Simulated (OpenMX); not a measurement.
The system is B.

```
CELL_PARAMETERS angstrom
1.62456 0.00000 0.00000
0.00000 2.86615 0.00000
0.00000 0.00000 3.91440
ATOMIC_POSITIONS crystal
B 0.00000 0.50000 0.60926
B 0.50000 0.00000 0.39074
```

The cell was built by a generator and needn't be a form met in nature.

Base run:

- Program: OpenMX 3.8.5
- Functional: PBE
- Potentials or basis: OpenMX 2013 PBE set, B7.0-s2p2d1, grid cutoff 300 Ry
- k mesh: 11 × 7 × 5
- Occupations: fermi-dirac, width 0.05 eV
- Spin: no spin polarisation

Its results: band gap on the k mesh none (metal or under the smearing width); pressure 0.0 GPa; largest force 0.096 eV/Å.

**Question.** The run is repeated on the same cell with these changes: dispersion from none to D3. What comes out?

**Answer.** Band gap on the k mesh none (metal or under the smearing width); pressure -1.4 GPa; largest force 0.090 eV/Å.

Dispersion adds attraction, which lowers the pressure at fixed volume and, as a term added to the energy, leaves the levels alone.

Caveats: the basis of atomic orbitals isn't converged, which shifts pressures, moduli and gaps; this functional lacks dispersion, which binds the layers, so the pressure and a relaxed spacing across them are unreliable (some runs).
